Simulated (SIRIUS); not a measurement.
Al: single point with PBE

The system is Al.

```xyz
2
Lattice="-1.4063 1.8857 1.6638 1.5025 -1.6838 1.5580 2.6055 3.2662 0.2982" Properties=species:S:1:pos:R:3 pbc="T T T"
Al    0.0464    0.0156    0.0291
Al    1.4036    1.6621    1.7163
```

This isn't the form of Al at room conditions, which is fcc.

The cell isn't the ideal one: atoms moved at random, drawn with an rms of 0.05 Å.

* Program: SIRIUS 7.10.0
* Task: single point
* Functional: PBE
* Potentials or basis: PseudoDojo 0.4.1 PBE standard (scalar relativistic)
* Cutoff: 557 eV
* Density cutoff: 2229 eV
* k mesh: 10 × 10 × 7
* Occupations: fermi-dirac, width 0.05 eV
* Spin: no spin polarisation
* Libxc names: ["XC_GGA_X_PBE", "XC_GGA_C_PBE"]
* Energy tol: 1e-08 Ha
* Density tol: 1e-06
* Mixer: anderson
* Mixing beta: 0.7
* Max scf: 100
* Radial cutoff for the potentials' integrals: 6.5 bohr

- Pressure: 14.7 GPa
- Largest force: 0.200 eV/Å
- Band gap on the k mesh: none (metal or under the smearing width)

Forces on the atoms (eV/Å):
```
Al  -0.171 -0.103 -0.006
Al   0.171  0.103  0.006
```

Stress tensor (GPa, compression positive):
```
13.31  9.03 -7.38
 9.03 18.66 -9.56
-7.38 -9.56 12.13
```

Wall time 56 s on 1 thread of Arm Neoverse V1 (shared host), peak memory 0.58 GiB.
